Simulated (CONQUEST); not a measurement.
# Br under changes of volume

One of the cells (28.997 Å³/atom); the others are scaled copies at fixed shape and fractional positions:

```
Br
1.0
     2.84698    0.00000    0.00000
     0.00000    2.84698    0.00000
     0.00000    0.00000    7.15503
Br
2
Direct
  0.00000 0.00000 0.00000
  0.50000 0.50000 0.50000
```

| Quantity | Value |
| --- | --- |
| Program | CONQUEST 1.3 |
| Functional | PBE |
| Potentials or basis | PseudoDojo NC PBE, DZP, grid of 32 × 32 × 72 points |
| k mesh | 9 × 9 × 4 |
| Occupations | fermi-dirac, width 0.05 eV |
| Spin | no spin polarisation |

```tsv
volume (Å³/atom)	energy over the lowest point (meV/atom)	pressure (GPa)
27.257	53.76	5.6
27.837	?	?
28.417	23.79	3.4
28.997	12.79	2.6
29.577	4.93	1.7
30.157	0.96	0.5
30.737	0.00	0.1
```

Task: What does the run at 27.837 Å³/atom give?

Result: Energy over the lowest point 36.94 meV/atom; pressure 3.9 GPa.

Worked out: A Birch-Murnaghan fit of order 3 (a polynomial in V^(-2/3)) to the other rows has its minimum at 30.56 Å³/atom with B0 = V·E''(V) = 53 GPa (rough, since the energies scatter) at fixed shape and positions, which overstates the stiffness. It gives 37.52 meV/atom at 27.837 Å³/atom, against the run's 36.94, and -dE/dV = 4.2 GPa, against 3.9.

Energies are extrapolated to zero smearing.

Caveats: this functional lacks dispersion, which binds the layers, so the pressure and a relaxed spacing across them are unreliable; the basis of atomic orbitals isn't converged, which shifts pressures, moduli and gaps.
